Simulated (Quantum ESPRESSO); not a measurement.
## FeSi under changes of volume

One of the cells (12.016 Å³/atom); the others are scaled copies at fixed shape and fractional positions:

```
CELL_PARAMETERS angstrom
4.58084 0.00000 0.00000
0.00000 4.58084 0.00000
0.00000 0.00000 4.58084
ATOMIC_POSITIONS crystal
Fe 0.86348 0.63652 0.36348
Fe 0.63652 0.36348 0.86348
Fe 0.36348 0.86348 0.63652
Fe 0.13652 0.13652 0.13652
Si 0.15760 0.34240 0.65760
Si 0.34240 0.65760 0.15760
Si 0.65760 0.15760 0.34240
Si 0.84240 0.84240 0.84240
```

```yaml
Program: Quantum ESPRESSO 7.5
Functional: PBEsol
Potentials_or_basis: GBRV 1.5 PBEsol
Cutoff: 762 eV
Density_cutoff: 6095 eV
k_mesh: 6 × 6 × 6
Occupations: fermi-dirac, width 0.05 eV
Spin: collinear spin, ferromagnetic start
Starting_moments: "[3.0, 3.0, 3.0, 3.0, 0.0, 0.0, 0.0, 0.0] μB"
```

| volume (Å³/atom) | energy over the lowest point (meV/atom) | pressure (GPa) | moment (μB per cell) | largest force (eV/Å) |
| --- | --- | --- | --- | --- |
| 11.544 | 0.00 | -13.6 | 3.50 | 0.069 |
| 11.780 | 21.76 | -16.6 | 3.78 | 0.071 |
| 12.016 | 48.13 | -19.5 | 3.92 | 0.126 |
| 12.251 | 78.58 | -22.0 | 4.02 | 0.189 |
| 12.487 | ? | ? | ? | ? |

Task: What does the run at 12.487 Å³/atom give?

Result: Energy over the lowest point 112.67 meV/atom; pressure -24.3 GPa; moment 4.09 μB per cell; largest force 0.248 eV/Å.

Worked out: A Birch-Murnaghan fit of order 2 (a polynomial in V^(-2/3)) to the other rows has no minimum within the range. It gives 112.88 meV/atom at 12.487 Å³/atom, against the run's 112.67, and -dE/dV = -24.5 GPa, against -24.3. A parabola through the other rows of the moment, of slope -0.231 μB per Å³/atom there, extrapolates to 4.01 μB, against the run's 4.09. The fit is too stiff a form for this range.

Energies are extrapolated to zero smearing.
